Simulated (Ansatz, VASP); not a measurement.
# Two plane-wave programs on SiC

```
CELL_PARAMETERS angstrom
0.00000 2.07363 2.07363
2.07363 0.00000 2.07363
2.18906 2.18906 -0.11543
ATOMIC_POSITIONS crystal
Si 0.00000 0.00000 0.00000
C 0.75000 0.75000 0.75000
```

Alike in both runs: task single point; functional PBE; k mesh 12 × 12 × 12; occupations gaussian, width 0.05 eV; no spin polarisation.

|  | VASP | Ansatz |
| --- | --- | --- |
| version | VASP 6.6.1 | Ansatz 0.2.0 |
| potentials or method | VASP PAW PBE potentials, release 64 (Si, C) | scalar-relativistic, plane waves, PAW |
| plane-wave cutoff (eV) | 520 | 520 |
| valence electrons in the cell | 8 | 8 |

VASP gave:

* gap on the k mesh at the Fermi level (eV): 0.99
* least direct gap on the mesh (eV): 4.06
* pressure (GPa): 22.9
* largest component of the traceless stress (GPa): 16.57
* rms of the force components (eV/Å): 0.468

Estimate Ansatz's values.

gap on the k mesh at the Fermi level (eV): 0.99; least direct gap on the mesh (eV): 4.07; pressure (GPa): 23.1; largest component of the traceless stress (GPa): 16.51; rms of the force components (eV/Å): 0.470.

Atom by atom the forces differ by 0.002 eV/Å (rms over components).

Caveats: so large a pressure means that the cell lies far from this level's equilibrium, or that cutoff or potentials fall short (VASP). A k mesh can miss the band edges.
